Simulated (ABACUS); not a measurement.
**Si2W under changes of volume**

One of the cells (13.479 Å³/atom); the others are scaled copies at fixed shape and fractional positions:

```
W Si
1.0
    -1.60690    1.60690    3.91495
     1.60690   -1.60690    3.91495
     1.60690    1.60690   -3.91495
W Si
1 2
Direct
  0.00000 0.00000 0.00000
  0.66530 0.66530 0.00000
  0.33470 0.33470 0.00000
```

- Program: ABACUS 3.10.1
- Functional: PBE
- Potentials or basis: PseudoDojo NC SR 0.4.1 PBE standard
- Cutoff: 1361 eV
- Density cutoff: 5442 eV
- Basis: DZP LCAO (the cutoffs set its grid)
- k mesh: 12 × 12 × 12
- Occupations: fermi-dirac, width 0.05 eV
- Spin: no spin polarisation

```tsv
volume (Å³/atom)	energy over the lowest point (meV/atom)	pressure (GPa)	largest force (eV/Å)
12.670	65.26	21.0	0.287
12.939	35.22	14.8	0.221
13.209	?	?	?
13.479	3.53	4.4	0.101
13.748	0.00	-0.1	0.047
14.018	3.58	-4.1	0.005
14.287	13.57	-7.7	0.054
```

What does the run at 13.209 Å³/atom give?

Energy over the lowest point 14.97 meV/atom; pressure 9.3 GPa; largest force 0.159 eV/Å.

Worked out: A Birch-Murnaghan fit of order 3 (a polynomial in V^(-2/3)) to the other rows has its minimum at 13.74 Å³/atom with B0 = V·E''(V) = 216 GPa and B' = 4.5 at fixed shape and positions, which overstates the stiffness. It gives 14.95 meV/atom at 13.209 Å³/atom, against the run's 14.97, and -dE/dV = 9.3 GPa, against 9.3.

Energies are extrapolated to zero smearing.

Caveats: the atomic orbitals were generated for these runs and aren't a published set; the basis of atomic orbitals isn't converged, which shifts pressures, moduli and gaps.
